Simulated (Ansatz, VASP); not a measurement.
**Fe in VASP and in Ansatz**

INCAR

```
ALGO = Normal ; EDIFF = 1E-6
ENCUT = 520 ; GGA = PE
ISIF = 2 ; ISMEAR = -1
ISPIN = 2 ; LASPH = True
LCHARG = False ; LMAXMIX = 4
LORBIT = 11 ; LREAL = False
LWAVE = False ; MAGMOM = 2.5
NBANDS = 14 ; NELM = 150
PREC = Accurate ; SIGMA = 0.1
```

File KPOINTS:

```
k-points
0
Gamma
  18 18 18
```

POSCAR

```
Fe
1.0
    2.2712054172      0.0000000000      0.0000000000
    0.0000000000      2.2712054172      0.0000000000
    0.0000000000      0.0000000000      2.2712054172
Fe
1
Direct
    0.0000000000      0.0000000000      0.0000000000
```

Input for Ansatz:

```yaml
crystal:
  lattice:
    - [2.2712054172, 0.0, 0.0]
    - [0.0, 2.2712054172, 0.0]
    - [0.0, 0.0, 2.2712054172]
  atoms:
    - { symbol: Fe, position: [0.0, 0.0, 0.0], spin: 2.5 }
magnetization:
  spin_polarized: true
kpoints:
  mp_grid: { grid: [18, 18, 18] }
scf:
  occupations: { method: fermi_dirac, width: 0.1 }
hamiltonian:
  xc: pbe
  pseudopotentials: { kind: paw }
output:
  forces: true
  stress: true
  eigenvalues: true
  populations: true
  write_density: true
  write_potential: true
  elf: true
  volumetric_format: npy
```

Change from the starting cell: volume scaled by 0.88, PAW files.

Alike in both runs: task single point; functional PBE; k mesh 18 × 18 × 18; occupations fermi-dirac, width 0.1 eV; collinear spin.

```csv
,VASP,Ansatz
version,VASP 6.6.1,Ansatz 0.2.0
potentials or method,"VASP PAW PBE potentials, release 64 (Fe)","PAW with Ansatz's default frozen-core files, scalar-relativistic"
plane-wave cutoff (eV),520,420
valence electrons in the cell,8,16
```

Ansatz gave:

- pressure (GPa): 21.2
- net moment per atom (μB): 2.12
- size of the moment on the site where the two differ most (μB): 2.09

Q: Which values does VASP return?

A: Pressure (GPa): 20.4; net moment per atom (μB): 2.13; size of the moment on the site where the two differ most (μB): 2.11.

Site moments also hang on the region over which each program counts them. The two sets of potentials don't hold the same shells in valence.

Caveats: so large a pressure means that the cell lies far from this level's equilibrium, or that cutoff or potentials fall short (VASP).
